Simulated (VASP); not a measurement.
Crystal: Ag.

```
Ag
1.0
     0.00000    2.04275    2.04275
     2.04275    0.00000    2.04275
     2.04275    2.04275    0.00000
Ag
1
Direct
  0.00000 0.00000 0.00000
```

```yaml
Program: VASP 6.6.1
Task: relaxation of cell and atoms
Functional: PBE
Potentials_or_basis: VASP PAW PBE potentials, release 64 (Ag)
Cutoff: 580 eV
k_mesh: 11 × 11 × 11
Occupations: fermi-dirac, width 0.05 eV
Spin: no spin polarisation
```

At the start: pressure 4.2 GPa; volume 17.05 Å³/atom.

**Question.** Where does the relaxation end?

**Answer.** Over 3 steps the energy falls by 9.0 meV/atom and the volume is 17.77 Å³/atom (+4.2 %); space group Fm-3m (No. 225, to 0.05 Å).

Step by step:
```csv
step,energy change (eV),largest force (eV/Å),pressure (GPa),volume (Å³)
1,0.0000,0.0000,4.21,17.05
2,-0.0065,0.0000,-1.88,18.18
3,-0.0090,0.0000,0.01,17.77
```

Final structure:
```xyz
1
Lattice="0.0000 2.0711 2.0711 2.0711 0.0000 2.0711 2.0711 2.0711 0.0000" Properties=species:S:1:pos:R:3 pbc="T T T"
Ag    0.0000    0.0000    0.0000
```
